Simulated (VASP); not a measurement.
# TePb: relaxation of cell and atoms with r2SCANh

The system is TePb.

```xyz
2
Lattice="0.0000 3.2310 3.2310 3.2310 0.0000 3.2310 3.2310 3.2310 0.0000" Properties=species:S:1:pos:R:3 pbc="T T T"
Pb    0.0000    0.0000    0.0000
Te    3.2310    3.2310    3.2310
```

```yaml
Program: VASP 6.6.1
Task: relaxation of cell and atoms
Functional: r2SCANh
Potentials_or_basis: VASP PAW PBE potentials, release 64 (Pb_d, Te)
Cutoff: 600 eV
k_mesh: 4 × 4 × 4
Occupations: fermi-dirac, width 0.05 eV
Spin: no spin polarisation
Grid_for_exact_exchange_PRECFOCK: Fast
Exchange_at_q_=_0: truncated
Further_INCAR_settings: ALGO = Normal; EDIFF = 1e-06; IBRION = 2; EDIFFG = -0.02; NSW = 40; ISIF = 3
```

```
Relaxed volume                         : 34.68 Å³/atom
Relaxed cell                           : a = 4.612 Å, b = 4.612 Å, c = 4.612 Å, α = 60.00°, β = 60.00°, γ = 60.00°
Space group after relaxing (to 0.05 Å) : Fm-3m (No. 225)
Energy gained by relaxing              : 3.7 meV/atom
Ionic steps                            : 3
Pressure after relaxing                : 0.0 GPa
Band gap on the k mesh                 : 1.42 eV, direct
```

Step by step:
```csv
step,energy change (eV),largest force (eV/Å),pressure (GPa),volume (Å³)
1,0.0000,0.0000,1.28,67.46
2,-0.0062,0.0000,-0.38,70.12
3,-0.0073,0.0000,-0.03,69.36
```

Final structure:
```yaml
crystal:
  lattice:
    - [0.00000, 3.26111, 3.26111]
    - [3.26111, 0.00000, 3.26111]
    - [3.26111, 3.26111, 0.00000]
  atoms:
    - { symbol: Pb, position: [0.00000, 0.00000, 0.00000] }
    - { symbol: Te, position: [0.50000, 0.50000, 0.50000] }
```

Levels at points of the mesh, in eV from the valence-band top:
```tsv
k point	band 7	band 8	band 9	band 10	band 11	band 12	band 13	band 14
(0.00, 0.00, 0.00)	-5.89	-1.48	-1.48	-1.48	4.83	4.83	4.83	6.70
(0.50, 0.00, 0.00)	-9.09	-0.99	-0.99	0.00	1.42	1.86	1.86	9.41
(0.50, 0.50, 0.00)	-7.71	-4.70	-2.96	-2.96	4.09	6.27	6.27	7.58
```

Wall time 19 min on 1 thread of Intel(R) Xeon(R) Platinum 8488C (Sapphire Rapids), with other jobs on the host, peak memory 0.27 GiB.

Caveat: the k mesh is coarse (spacing up to 0.42 Å⁻¹), so the values aren't converged, least of all with exact exchange; the PAW data sets were made with another functional, which shifts forces and pressure a little; spin-orbit coupling is left out, which as a rule narrows the gap of such compounds by several tenths of an eV. Zero-point motion and thermal expansion aren't in these numbers.
